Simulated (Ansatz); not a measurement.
# PbS: the cost of one run

The runs shown are made with Ansatz 0.2.0. PAW datasets, plane waves. The values are computed, spin-unpolarised, and not measurements.

## 1. Starting point

The unstrained cell was relaxed with r2SCAN+rVV10; in each strained cell the atoms were relaxed again with r2SCAN+rVV10. Names of k-points are those of the unstrained zone, where strain can split equivalent points. First state: no strain.

Space group I4/mmm (No. 139), tetragonal; a = 4.199 Å, c = 5.955 Å in the conventional setting, 26.24 Å³ an atom. Around Pb lie 6 S at 2.97–2.98 Å; around S lie 6 Pb at 2.97–2.98 Å.

The structure in full:

```cif
data_structure
_symmetry_space_group_name_H-M 'I4/mmm'
_symmetry_Int_Tables_number 139
_cell_length_a 4.1985
_cell_length_b 4.1985
_cell_length_c 5.9548
_cell_angle_alpha 90.000
_cell_angle_beta 90.000
_cell_angle_gamma 90.000
_cell_volume 104.97
loop_
_atom_site_label
_atom_site_type_symbol
_atom_site_symmetry_multiplicity
_atom_site_Wyckoff_symbol
_atom_site_fract_x
_atom_site_fract_y
_atom_site_fract_z
_atom_site_occupancy
Pb1 Pb 2 b 0.50000 0.50000 0.00000 1
S1 S 2 a 0.00000 0.00000 0.00000 1
```

## 2. No strain: PBE

input.yaml

```yaml
crystal:
  lattice:
    - [2.9546766125, -2.9689065328, 0.2885572983]
    - [2.9546766125, 2.9689065328, 0.2885572983]
    - [-0.5836033582, 0.0, 5.9261748063]
  atoms:
    - { symbol: Pb, position: [0.749984829, 0.749984829, 0.7500022824] }
    - { symbol: Pb, position: [0.250015171, 0.250015171, 0.2499977176] }
    - { symbol: S, position: [0.2500755424, 0.2500755424, 0.750027957] }
    - { symbol: S, position: [0.7499244576, 0.7499244576, 0.249972043] }
kpoints:
  mp_grid: { grid: [6, 6, 4] }
  band_path:
    path:
      - [0.0, 0.0, 0.0]
      - [0.0, 0.0, 0.5]
      - [-0.4998273751, 0.4998273751, 0.5]
      - [-0.5, 0.5, 0.0]
      - [-0.5, 0.0, 0.5]
      - [-0.5, 0.0, 0.0]
      - [0.0, 0.5, 0.5]
    npoints: 1
hamiltonian:
  xc: pbe
scf:
  occupations: { method: fermi_dirac, width: 0.02 }
  n_extra_bands: 5
output:
  forces: true
  stress: true
  eigenvalues: true
  write_density: true
  write_potential: true
  elf: true
  volumetric_format: npy
```

On the command line:

```console
> ansatz run input.yaml --threads 4 --pin off --max-ram 4608MiB --backend cpu --events-out ev --progress --plain --runs-dir out
```

Q: Estimate wall time and peak memory on 4 threads of Arm Neoverse V1, shared host.

About 2.4 s, with a peak of 0.44 GiB.
